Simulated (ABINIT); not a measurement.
The system is TiO2.

```
Ti O
1.0
     4.59984    0.00000    0.00000
     0.00000    4.59984    0.00000
     0.00000    0.00000    2.95921
Ti O
2 4
Cartesian
  0.0000 0.0000 1.4796
  2.2999 2.2999 0.0000
  1.3998 1.3998 1.4796
  0.9001 3.6997 0.0000
  3.6997 0.9001 0.0000
  3.2000 3.2000 1.4796
```

The cell is a database's computed one.

Base run:

```yaml
Program: ABINIT 10.8.3 (patched build)
Functional: PBE
Potentials_or_basis: JTH PAW PBE v2.0
Cutoff: 626 eV
k_mesh: 6 × 6 × 9
Occupations: fermi-dirac, width 0.05 eV
Spin: no spin polarisation
```

Its results: band gap on the k mesh 1.86 eV, direct; pressure 4.5 GPa; largest force 0.007 eV/Å.

**Question.** The run is repeated on the same cell with these changes: functional from PBE to PBEsol. What comes out?

**Answer.** Band gap on the k mesh 1.82 eV, direct; pressure -2.2 GPa; largest force 0.050 eV/Å.

PBEsol binds more tightly than PBE, so the same cell stands under less pressure.

Caveats: the atomic spheres overlap; an odd mesh through Γ misses points on the zone boundary, where band edges often lie (some runs); the PAW data sets were made with another functional, which shifts forces and pressure a little (some runs).
